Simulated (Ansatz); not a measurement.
Compare A (`CC1=CCC=C1`) with its isomer B (`C1=CCCC=C1`).

Computed with Ansatz on PBE0-D4/def2-TZVP structures; ΔE is electronic, products minus reactants. CBS: MP2 limit from def2 TZ/QZ plus the TZ coupled-cluster correction, frozen cores. DFT in def2-TZVPP. B3LYP here is the variant with VWN-RPA as its local correlation; programs differ in this.

Question: Which is lower in electronic energy at CCSD(T)/CBS, and by how much? (Estimate.)

Answer: Ansatz gave: A, by 4.9 kJ/mol.

Question: Give E(B) − E(A) in kJ/mol with CCSD/def2-TZVPP, PBE0-D4, CCSD(T)/def2-SVP, ωB97M-V, CCSD(T)/def2-TZVPP, BLYP-D4, B3LYP. (An estimate is asked.)

Answer: Ansatz gave: CCSD/def2-TZVPP 3.8, PBE0-D4 9.2, CCSD(T)/def2-SVP 2.0, ωB97M-V 7.4, CCSD(T)/def2-TZVPP 4.9, BLYP-D4 4.2, B3LYP 7.0. None reverses the order clearly.

Question: Does the order hold for the free energy at 298.15 K (harmonic terms from PBE0-D4)? (Best estimate.)

Answer: The calculation gave: Yes: G(B) − G(A) = +13.5 kJ/mol.

Largest T1 diagnostic: 0.011.

From BLYP to BHLYP (50 % exact exchange), in def2-TZVPP and without D4, E(B) − E(A) moves by −3.7 kJ/mol. Leaving LDA and LC-ωPBE aside and taking each functional with its dispersion term where it has one, the values, not all of them listed here, spread over 7.6 kJ/mol, from BHLYP-D4 to PBE-D4.
